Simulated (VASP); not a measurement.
A run of VASP 6.6.1 is set up as follows.

The input INCAR:

```
PREC = Accurate ; ENCUT = 520
EDIFF = 1E-6 ; ISMEAR = 0
SIGMA = 0.05 ; LREAL = F
LASPH = T ; NELM = 150
ALGO = Fast ; ISIF = 2
LWAVE = F ; LCHARG = F
ISPIN = 2 ; MAGMOM = 0.05 0.05 0 0
LORBIT = 11 ; LMAXMIX = 4
GGA = PS ; NBANDS = 32
```

File KPOINTS:

```
Automatic mesh
0
Gamma
  10 10 6
```

Contents of POSCAR:

```
MoS
1.0
    3.9184382760      0.0000000000      0.0000000000
   -1.9592191380      3.3934670902      0.0000000000
    0.0000000000      0.0000000000      5.2526667854
Mo S
2 2
Direct
    0.6666666667      0.3333333333      0.0311294679
    0.3333333333      0.6666666667      0.5311294679
    0.6666666667      0.3333333333      0.5940705321
    0.3333333333      0.6666666667      0.0940705321
```

Potentials or basis: VASP PAW PBE potentials, release 64 (Mo_sv, S).

Launch:

```sh
$ cat potpaw_PBE.64/Mo_sv/POTCAR potpaw_PBE.64/S/POTCAR > POTCAR
$ mpirun -np 1 vasp_std > vasp.out
```

Problem. What does it give for the band gap on the k mesh?

Solution. None (metal or under the smearing width).

Problem. Predict the net moment.

Solution. 0.00 μB per cell.

Problem. Estimate the pressure.

Solution. 2.2 GPa.

Problem. What does it give for the largest force?

Solution. 0.004 eV/Å.

Forces on the atoms (eV/Å):
```
Mo   0.000  0.000 -0.004
Mo   0.000  0.000 -0.004
S    0.000  0.000  0.004
S    0.000  0.000  0.004
```

Caveat: the PAW data sets were made with another functional, which shifts forces and pressure a little.
